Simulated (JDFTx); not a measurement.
Input of a JDFTx 1.7.0 (patched build) run:

File bands.in:

```
lattice Face-Centered Cubic 11.4063868882
coords-type Lattice
ion In     0.0000000000     0.0000000000     0.0000000000 1
ion As     0.7500000000     0.7500000000     0.7500000000 1

ion-species pseudo/In.upf
ion-species pseudo/As.upf
elec-cutoff 42 336
elec-ex-corr gga-PBE
elec-smearing Fermi 0.0018374661
elec-n-bands 21
electronic-minimize nIterations 30 energyDiffThreshold 1e-06
davidson-band-ratio 1.3
forces-output-coords Cartesian
include path.kpoints
symmetries none
fix-electron-density run.$VAR

dump-name bands.$VAR
dump End Ecomponents EigStats BandEigs Kpoints Forces
```

File path.kpoints:

```
kpoint +0.0000000000 +0.0000000000 +0.0000000000 0.020000000000
kpoint +0.0714285714 +0.0000000000 +0.0714285714 0.020000000000
kpoint +0.1428571429 +0.0000000000 +0.1428571429 0.020000000000
kpoint +0.2142857143 +0.0000000000 +0.2142857143 0.020000000000
kpoint +0.2857142857 +0.0000000000 +0.2857142857 0.020000000000
kpoint +0.3571428571 +0.0000000000 +0.3571428571 0.020000000000
kpoint +0.4285714286 +0.0000000000 +0.4285714286 0.020000000000
kpoint +0.5000000000 +0.0000000000 +0.5000000000 0.020000000000
kpoint +0.5000000000 +0.0833333333 +0.5833333333 0.020000000000
kpoint +0.5000000000 +0.1666666667 +0.6666666667 0.020000000000
kpoint +0.5000000000 +0.2500000000 +0.7500000000 0.020000000000
kpoint +0.4375000000 +0.3125000000 +0.7500000000 0.020000000000
kpoint +0.3750000000 +0.3750000000 +0.7500000000 0.020000000000
kpoint +0.3281250000 +0.3281250000 +0.6562500000 0.020000000000
kpoint +0.2812500000 +0.2812500000 +0.5625000000 0.020000000000
kpoint +0.2343750000 +0.2343750000 +0.4687500000 0.020000000000
kpoint +0.1875000000 +0.1875000000 +0.3750000000 0.020000000000
kpoint +0.1406250000 +0.1406250000 +0.2812500000 0.020000000000
kpoint +0.0937500000 +0.0937500000 +0.1875000000 0.020000000000
kpoint +0.0468750000 +0.0468750000 +0.0937500000 0.020000000000
kpoint +0.0000000000 +0.0000000000 +0.0000000000 0.020000000000
kpoint +0.0833333333 +0.0833333333 +0.0833333333 0.020000000000
kpoint +0.1666666667 +0.1666666667 +0.1666666667 0.020000000000
kpoint +0.2500000000 +0.2500000000 +0.2500000000 0.020000000000
kpoint +0.3333333333 +0.3333333333 +0.3333333333 0.020000000000
kpoint +0.4166666667 +0.4166666667 +0.4166666667 0.020000000000
kpoint +0.5000000000 +0.5000000000 +0.5000000000 0.020000000000
kpoint +0.5250000000 +0.4500000000 +0.5250000000 0.020000000000
kpoint +0.5500000000 +0.4000000000 +0.5500000000 0.020000000000
kpoint +0.5750000000 +0.3500000000 +0.5750000000 0.020000000000
kpoint +0.6000000000 +0.3000000000 +0.6000000000 0.020000000000
kpoint +0.6250000000 +0.2500000000 +0.6250000000 0.020000000000
kpoint +0.5625000000 +0.2500000000 +0.6875000000 0.020000000000
kpoint +0.5000000000 +0.2500000000 +0.7500000000 0.020000000000
kpoint +0.5000000000 +0.2916666667 +0.7083333333 0.020000000000
kpoint +0.5000000000 +0.3333333333 +0.6666666667 0.020000000000
kpoint +0.5000000000 +0.3750000000 +0.6250000000 0.020000000000
kpoint +0.5000000000 +0.4166666667 +0.5833333333 0.020000000000
kpoint +0.5000000000 +0.4583333333 +0.5416666667 0.020000000000
kpoint +0.5000000000 +0.5000000000 +0.5000000000 0.020000000000
kpoint +0.4791666667 +0.4791666667 +0.5416666667 0.020000000000
kpoint +0.4583333333 +0.4583333333 +0.5833333333 0.020000000000
kpoint +0.4375000000 +0.4375000000 +0.6250000000 0.020000000000
kpoint +0.4166666667 +0.4166666667 +0.6666666667 0.020000000000
kpoint +0.3958333333 +0.3958333333 +0.7083333333 0.020000000000
kpoint +0.3750000000 +0.3750000000 +0.7500000000 0.020000000000
kpoint +0.6250000000 +0.2500000000 +0.6250000000 0.020000000000
kpoint +0.5833333333 +0.1666666667 +0.5833333333 0.020000000000
kpoint +0.5416666667 +0.0833333333 +0.5416666667 0.020000000000
kpoint +0.5000000000 +0.0000000000 +0.5000000000 0.020000000000
```

Potentials or basis: PseudoDojo-SR-PBE-0.5-standard.

Command:

```bash
$ jdftx -c 1 -i bands.in -o bands.out
```

Problem. Estimate the band gap along the path.

Solution. None (metal or under the smearing width).

Levels at the corners of the path, in eV from the Fermi level:
```
point  band 12  band 13  band 14  band 15  band 16  band 17
    Γ    -0.22    -0.05    -0.05    -0.05     3.87     3.87
    X    -5.91    -2.38    -2.38     1.50     2.02     9.19
    W    -5.76    -3.02    -2.94     4.20     4.26     4.98
    K    -5.77    -3.34    -2.01     2.07     4.25     7.30
    Γ    -0.22    -0.05    -0.05    -0.05     3.87     3.87
    L    -5.84    -1.04    -1.04     0.92     4.64     4.64
    U    -5.77    -3.34    -2.01     2.07     4.25     7.30
    W    -5.76    -3.02    -2.94     4.20     4.26     4.98
    L    -5.84    -1.04    -1.04     0.92     4.64     4.64
    K    -5.77    -3.34    -2.01     2.07     4.25     7.30
    U    -5.77    -3.34    -2.01     2.07     4.25     7.30
    X    -5.91    -2.38    -2.38     1.50     2.02     9.19
```

Caveat: spin-orbit coupling is left out, which moves the levels of the heavy elements.

**Experimental background.**

A printed reference work, data compilation reports, for a bulk crystal of InAs at 4.2 K: band gap 0.418 eV (direct).

Measured gap of InAs: 0.418 eV (direct; 4.2 K; a printed reference work, data compilation). This calculation gives 0.00 eV (-0.42 eV). Spin-orbit coupling on As, In is left out. The value is that of PBE, without temperature or zero-point motion. Semilocal functionals fall short of measured gaps as a rule.
